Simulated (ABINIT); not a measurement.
# SiO2 (P4_2/mnm) in ABINIT: band structure with PBEsol

Aim: the band structure of SiO2 with PBEsol.

Program: ABINIT 10.8.3 (patched build). These are calculated values, not measurements. Logs are shortened: lines on timing, memory, paths and dates and some standing lists are left out, and cuts for length are marked. The log counts tension as positive stress, the text compression.

## (1) Starting point

Symmetry: P4_2/mnm, No. 136, tetragonal system. Conventional cell: a = 4.233 Å, b = 4.233 Å, c = 2.693 Å, α = 90.00°, β = 90.00°, γ = 90.00°. Si (site symmetry mmm) is surrounded by 6 O at 1.78 to 1.84 Å. O (site symmetry m2m) has 3 Si at 1.78 to 1.84 Å as nearest neighbours.

The cell comes from a database or a generator and needn't be the stable form of this composition.

## (2) Band structure, PBEsol

Input file run.abi:

```
# Datasets: ground state, then fixed potential
ndtset 2

# Pseudopotentials
pp_dirpath "./"
pseudos "Si.GGA_PBE-JTH.xml, O.GGA_PBE-JTH.xml"

# Structure
acell 4.233169 4.233169 2.693495 Angstrom
rprim
     1.0000000000     0.0000000000     0.0000000000
     0.0000000000     1.0000000000     0.0000000000
     0.0000000000     0.0000000000     1.0000000000
ntypat 2
znucl 14 8
natom 6
typat 1 1 2 2 2 2
xred
     0.0000000000     0.0000000000     0.0000000000
     0.5000000000     0.5000000000     0.5000000000
     0.8068390000     0.1931610000     0.5000000000
     0.3068390000     0.3068390000     0.0000000000
     0.1931610000     0.8068390000     0.5000000000
     0.6931610000     0.6931610000     0.0000000000

# Plane-wave basis
ecut 23.0
pawecutdg 45.0
pawxcdev 0

# Exchange and correlation
ixc -116133

# Bands and occupations
occopt 3
tsmear 0.05 eV

# SCF cycle
nstep 100

# Output
iomode 3
prtwf 0
prteig 0
prtebands 0
prtden1 1

# Dataset 1
kptopt1 1
ngkpt1 6 6 10
nshiftk1 1
shiftk1 0.0 0.0 0.0
nband1 20
tolvrs1 1.0e-9

# Dataset 2: bands along G-X-M-G-Z-R-A-Z
iscf2 -2
getden2 1
nband2 26
nbdbuf2 4
tolwfr2 1.0e-11
kptopt2 -7
ndivsm2 6
prteig2 1
kptbounds2
     0.0000000000     0.0000000000     0.0000000000
     0.0000000000     0.5000000000     0.0000000000
     0.5000000000     0.5000000000     0.0000000000
     0.0000000000     0.0000000000     0.0000000000
     0.0000000000     0.0000000000     0.5000000000
     0.0000000000     0.5000000000     0.5000000000
     0.5000000000     0.5000000000     0.5000000000
     0.0000000000     0.0000000000     0.5000000000
```

Potentials or basis: JTH PAW PBE v2.0.

The run is started by

```
abinit run.abi > log 2>&1
```

run.abo:

```text
.Version 10.8.3 of ABINIT
 DATASET    1 : space group P4_2/m n m (#136); Bravais tP (primitive tetrag.)
================================================================================
 Values of the parameters that define the memory need for DATASET  1.
     intxc =       0    ionmov =       0      iscf =      17    lmnmax =       8
     lnmax =       4     mgfft =      36  mpssoang =       2    mqgrid =    3001
     natom =       6  nloc_mem =       2    nspden =       1   nspinor =       1
    nsppol =       1      nsym =      16    n1xccc =       1    ntypat =       2
    occopt =       3   xclevel =       2
       mpw =        1748          nfft =       31104          nkpt =          60
 PAW method is used; the additional fine FFT grid is defined by:
   mgfftf=        50    nfftf =     80000
================================================================================
================================================================================

 DATASET    2 : space group P4_2/m n m (#136); Bravais tP (primitive tetrag.)
================================================================================
 Values of the parameters that define the memory need for DATASET  2.
     intxc =       0    ionmov =       0      iscf =      -2    lmnmax =       8
     lnmax =       4     mgfft =      36  mpssoang =       2    mqgrid =    3001
     natom =       6  nloc_mem =       2    nspden =       1   nspinor =       1
    nsppol =       1      nsym =      16    n1xccc =       1    ntypat =       2
    occopt =       3   xclevel =       2
       mpw =        1738          nfft =       31104          nkpt =          50
 PAW method is used; the additional fine FFT grid is defined by:
   mgfftf=        50    nfftf =     80000
================================================================================
================================================================================

--------------------------------------------------------------------------------
------------- Echo of variables that govern the present computation ------------
--------------------------------------------------------------------------------
 -outvars: echo values of preprocessed input variables --------
            acell      7.9995300547E+00  7.9995300547E+00  5.0899678715E+00 Bohr
              amu      2.80855000E+01  1.59994000E+01
             ecut      2.30000000E+01 Hartree
           getden1          0
           getden2          1
             iscf1         17
             iscf2         -2
                       outvar_i_n : Printing only first  50 k-points.
              ixc     -116133
           jdtset        1    2
                       outvar_i_n : Printing only first  50 k-points.
           kptopt1          1
           kptopt2         -7
         kptrlatt        6    0    0      0    6    0      0    0   10
          kptrlen1     4.79971803E+01
          kptrlen2     3.00000000E+01
            natom           6
            nband1         20
            nband2         26
           nbdbuf1          0
           nbdbuf2          4
           ndtset           2
           ndivsm1          0
           ndivsm2          6
            ngfft          36      36      24
          ngfftdg          50      50      32
             nkpt1         60
             nkpt2         50
            nstep         100
             nsym          16
           ntypat           2
                       prtocc : prtvol=0, do not print more k-points.
           occopt           3
        pawecutdg      4.50000000E+01 Hartree
         pawxcdev           0
        prtebands           0
           prteig1          0
           prteig2          1
            prtwf           0
           shiftk1     0.00000000E+00  0.00000000E+00  0.00000000E+00
           shiftk2     5.00000000E-01  5.00000000E-01  5.00000000E-01
          spgroup         136
           tolvrs1     1.00000000E-09
           tolvrs2     0.00000000E+00
           tolwfr1     0.00000000E+00
           tolwfr2     1.00000000E-11
           tsmear      1.83746611E-03 Hartree
            typat      1  1  2  2  2  2
           useylm           1
                       outvars : Printing only first  50 k-points.
           xangst      0.0000000000E+00  0.0000000000E+00  0.0000000000E+00
                       2.1165845000E+00  2.1165845000E+00  1.3467475000E+00
                       3.4154858428E+00  8.1768315721E-01  1.3467475000E+00
                       1.2989013428E+00  1.2989013428E+00  0.0000000000E+00
                       8.1768315721E-01  3.4154858428E+00  1.3467475000E+00
                       2.9342676572E+00  2.9342676572E+00  0.0000000000E+00
            xcart      0.0000000000E+00  0.0000000000E+00  0.0000000000E+00
[... 286 lines left out ...]
  7.66E-12  1.91E-12  6.98E-12  9.18E-12  7.26E-12  8.09E-12  8.03E-12  5.27E-12
  7.04E-12  1.14E-11
 -5.3649E-01 -4.0729E-01 -4.0729E-01 -4.0117E-01 -1.1279E-01  4.8287E-02
  4.8287E-02  5.7836E-02  8.5828E-02  9.6366E-02  1.6815E-01  1.6815E-01
  1.8664E-01  2.4776E-01  2.4776E-01  2.7961E-01  4.6157E-01  5.1657E-01
  5.7662E-01  5.7662E-01  6.7815E-01  6.9358E-01  7.7882E-01  7.7882E-01
  8.4005E-01  8.4167E-01
 Non-SCF case, kpt    2 (  0.00000  0.08333  0.00000), residuals and eigenvalues=
[... 475 lines left out ...]
  2.7796E-02  3.1296E-02  4.0585E-02  5.4536E-02  1.1429E-01  1.2489E-01
  1.7253E-01  1.7342E-01  1.8387E-01  1.8703E-01  5.9008E-01  5.9538E-01
  6.8948E-01  7.2290E-01  7.2772E-01  7.5204E-01  7.5751E-01  7.6712E-01
  7.7379E-01  7.8847E-01
 Non-SCF case, kpt   50 (  0.00000  0.00000  0.50000), residuals and eigenvalues=
  6.02E-12  8.81E-12  3.04E-12  3.07E-12  4.13E-12  4.51E-12  1.36E-12  2.55E-12
  4.25E-12  3.95E-12  3.42E-12  3.16E-12  6.46E-12  5.56E-12  2.62E-12  7.27E-12
  8.05E-12  7.63E-12  6.20E-12  9.92E-12  5.14E-12  5.02E-12  4.92E-12  6.42E-10
  1.43E-11  4.50E-09
 -4.4082E-01 -4.4082E-01 -3.7830E-01 -3.7830E-01 -6.6972E-02 -6.6972E-02
  3.0115E-02  3.0115E-02  5.2753E-02  5.2753E-02  1.1424E-01  1.1424E-01
  1.7142E-01  1.7142E-01  1.8412E-01  1.8412E-01  5.9284E-01  5.9284E-01
  7.2377E-01  7.2377E-01  7.2628E-01  7.2628E-01  7.6931E-01  7.6931E-01
  7.7241E-01  7.7241E-01

--- !ResultsGS
iteration_state: {dtset: 2, }
comment   : Summary of ground state results
lattice_vectors:
- [  7.9995301,   0.0000000,   0.0000000, ]
- [  0.0000000,   7.9995301,   0.0000000, ]
- [  0.0000000,   0.0000000,   5.0899679, ]
lattice_lengths: [   7.99953,    7.99953,    5.08997, ]
lattice_angles: [ 90.000,  90.000,  90.000, ] # degrees, (23, 13, 12)
lattice_volume:   3.2571967E+02
convergence: {deltae:  0.000E+00, res2:  0.000E+00, residm:  9.984E-12, diffor:  0.000E+00, }
etotal    :  -7.26482656E+01
entropy   :   0.00000000E+00
fermie    :   3.51984649E-01
cartesian_stress_tensor: null
pressure_GPa: null
xred      :
- [  0.0000E+00,   0.0000E+00,   0.0000E+00, Si]
- [  5.0000E-01,   5.0000E-01,   5.0000E-01, Si]
- [  8.0684E-01,   1.9316E-01,   5.0000E-01,  O]
- [  3.0684E-01,   3.0684E-01,   0.0000E+00,  O]
- [  1.9316E-01,   8.0684E-01,   5.0000E-01,  O]
- [  6.9316E-01,   6.9316E-01,   0.0000E+00,  O]
cartesian_forces: null
force_length_stats: {min: null, max: null, mean: null, }
...

 Integrated electronic density in atomic spheres:
 ------------------------------------------------
 Atom  Sphere_radius  Integrated_density
    1        1.90945          1.65920050
    2        1.90945          1.65920050
    3        1.41465          4.68099354
    4        1.41465          4.68099354
    5        1.41465          4.68099354
    6        1.41465          4.68099354

================================================================================

 ----iterations are completed or convergence reached----

 Mean square residual over all n,k,spin=   60.812E-13; max=  99.837E-13
 reduced coordinates (array xred) for    6 atoms
       0.000000000000      0.000000000000      0.000000000000
       0.500000000000      0.500000000000      0.500000000000
       0.806839000000      0.193161000000      0.500000000000
       0.306839000000      0.306839000000      0.000000000000
       0.193161000000      0.806839000000      0.500000000000
       0.693161000000      0.693161000000      0.000000000000

 cartesian coordinates (angstrom) at end:
    1      0.00000000000000     0.00000000000000     0.00000000000000
    2      2.11658450000000     2.11658450000000     1.34674750000000
    3      3.41548584279100     0.81768315720900     1.34674750000000
    4      1.29890134279100     1.29890134279100     0.00000000000000
    5      0.81768315720900     3.41548584279100     1.34674750000000
    6      2.93426765720900     2.93426765720900     0.00000000000000
 length scales=  7.999530054683  7.999530054683  5.089967871502 bohr
              =  4.233169000000  4.233169000000  2.693495000000 angstroms
 Eigenvalues (hartree) for nkpt=  50  k points:
 kpt#   1, nband= 26, wtk=  1.00000, kpt=  0.0000  0.0000  0.0000 (reduced coord)
  -0.53649   -0.40729   -0.40729   -0.40117   -0.11279    0.04829    0.04829    0.05784
   0.08583    0.09637    0.16815    0.16815    0.18664    0.24776    0.24776    0.27961
   0.46157    0.51657    0.57662    0.57662    0.67815    0.69358    0.77882    0.77882
   0.84005    0.84167
 kpt#   2, nband= 26, wtk=  1.00000, kpt=  0.0000  0.0833  0.0000 (reduced coord)
  -0.53519   -0.41719   -0.40664   -0.39403   -0.11098    0.03940    0.04789    0.06352
   0.08682    0.10383    0.16518    0.16869    0.18767    0.24186    0.24731    0.27760
   0.46618    0.51871    0.57686    0.57735    0.68319    0.69567    0.77173    0.77285
   0.83897    0.84186
 kpt#   3, nband= 26, wtk=  1.00000, kpt=  0.0000  0.1667  0.0000 (reduced coord)
  -0.53134   -0.43151   -0.40474   -0.38766   -0.10568    0.02114    0.05104    0.07591
   0.08975    0.11758    0.15804    0.17028    0.18919    0.22600    0.24600    0.27172
   0.47847    0.52487    0.57882    0.57937    0.69449    0.70186    0.75374    0.76028
   0.83358    0.84296
 kpt#   4, nband= 26, wtk=  1.00000, kpt=  0.0000  0.2500  0.0000 (reduced coord)
  -0.52499   -0.44708   -0.40175   -0.38445   -0.09726    0.00068    0.05995    0.09173
[... 219 lines left out ...]
  -0.43918   -0.43808   -0.38173   -0.37949   -0.07786   -0.05547    0.01795    0.02165
   0.03052    0.06214    0.11453    0.14383    0.17578    0.17910    0.18382    0.19476
   0.58206    0.60086    0.65592    0.71943    0.73148    0.73392    0.76238    0.77623
   0.78421    0.80260
 kpt#  49, nband= 26, wtk=  1.00000, kpt=  0.0625  0.0625  0.5000 (reduced coord)
  -0.44040   -0.44010   -0.37925   -0.37861   -0.07014   -0.06376    0.02780    0.03130
   0.04058    0.05454    0.11429    0.12489    0.17253    0.17342    0.18387    0.18703
   0.59008    0.59538    0.68948    0.72290    0.72772    0.75204    0.75751    0.76712
   0.77379    0.78847
 kpt#  50, nband= 26, wtk=  1.00000, kpt=  0.0000  0.0000  0.5000 (reduced coord)
  -0.44082   -0.44082   -0.37830   -0.37830   -0.06697   -0.06697    0.03012    0.03012
   0.05275    0.05275    0.11424    0.11424    0.17142    0.17142    0.18412    0.18412
   0.59284    0.59284    0.72377    0.72377    0.72628    0.72628    0.76931    0.76931
   0.77241    0.77241

== END DATASET(S) ==============================================================
================================================================================

 -outvars: echo values of variables after computation  --------
            acell      7.9995300547E+00  7.9995300547E+00  5.0899678715E+00 Bohr
           etotal1    -7.2648265571E+01
            fcart1    -7.2280144832E-20  7.2280144832E-20 -5.1661158128E-32
                      -7.2280144832E-20  7.2280144832E-20 -5.1661158128E-32
                       1.2468436650E-03 -1.2468436650E-03  2.5830579064E-31
                       1.2468436650E-03  1.2468436650E-03 -5.1661158128E-32
                      -1.2468436650E-03  1.2468436650E-03 -5.1661158128E-32
                      -1.2468436650E-03 -1.2468436650E-03 -5.1661158128E-32
           strten1     2.8754602311E-04  2.8754602311E-04  3.2482976793E-04
                       0.0000000000E+00  0.0000000000E+00  0.0000000000E+00
           xangst      0.0000000000E+00  0.0000000000E+00  0.0000000000E+00
                       2.1165845000E+00  2.1165845000E+00  1.3467475000E+00
                       3.4154858428E+00  8.1768315721E-01  1.3467475000E+00
                       1.2989013428E+00  1.2989013428E+00  0.0000000000E+00
                       8.1768315721E-01  3.4154858428E+00  1.3467475000E+00
                       2.9342676572E+00  2.9342676572E+00  0.0000000000E+00
             xred      0.0000000000E+00  0.0000000000E+00  0.0000000000E+00
                       5.0000000000E-01  5.0000000000E-01  5.0000000000E-01
                       8.0683900000E-01  1.9316100000E-01  5.0000000000E-01
                       3.0683900000E-01  3.0683900000E-01  0.0000000000E+00
                       1.9316100000E-01  8.0683900000E-01  5.0000000000E-01
                       6.9316100000E-01  6.9316100000E-01  0.0000000000E+00
 Calculation completed.
```

Run time: 1.7 min. Hardware: 1 thread of Intel Xeon 6975P-C (Granite Rapids), shared host; peak memory 0.14 GiB.

What came out:

```
Free energy                                           : -1976.8600 eV
Pressure                                              : -8.8 GPa
Largest force                                         : 0.091 eV/Å
Band gap on the k mesh                                : 4.95 eV, direct
Band gap along the path                               : 4.95 eV, direct
Valence electrons inside the program's atomic spheres : Si 1.66; O 4.68
```

Forces on the atoms (eV/Å):
```
Si   0.000  0.000  0.000
Si   0.000  0.000  0.000
O    0.064 -0.064  0.000
O    0.064  0.064  0.000
O   -0.064  0.064  0.000
O   -0.064 -0.064  0.000
```

Levels at the corners of the path, in eV from the valence-band top:
```tsv
point	band 12	band 13	band 14	band 15	band 16	band 17	band 18	band 19	band 20	band 21
Γ	-3.03	-2.53	-0.87	-0.87	0.00	4.95	6.45	8.08	8.08	10.84
X	-3.75	-2.62	-2.62	-1.06	-1.06	7.21	7.21	8.68	8.68	10.67
M	-3.16	-2.59	-2.59	-2.19	-2.19	6.92	6.92	9.59	9.59	12.54
Γ	-3.03	-2.53	-0.87	-0.87	0.00	4.95	6.45	8.08	8.08	10.84
Z	-4.50	-2.94	-2.94	-2.60	-2.60	8.52	8.52	12.09	12.09	12.15
R	-3.85	-2.22	-2.22	-1.70	-1.70	8.34	8.34	9.29	9.29	12.00
A	-4.37	-1.75	-1.75	-1.49	-1.49	6.68	6.68	10.49	10.49	11.47
Z	-4.50	-2.94	-2.94	-2.60	-2.60	8.52	8.52	12.09	12.09	12.15
```

Caveat: the PAW data sets were made with another functional, which shifts forces and pressure a little. A hybrid or GW would open this gap; PBEsol tends to underestimate it.
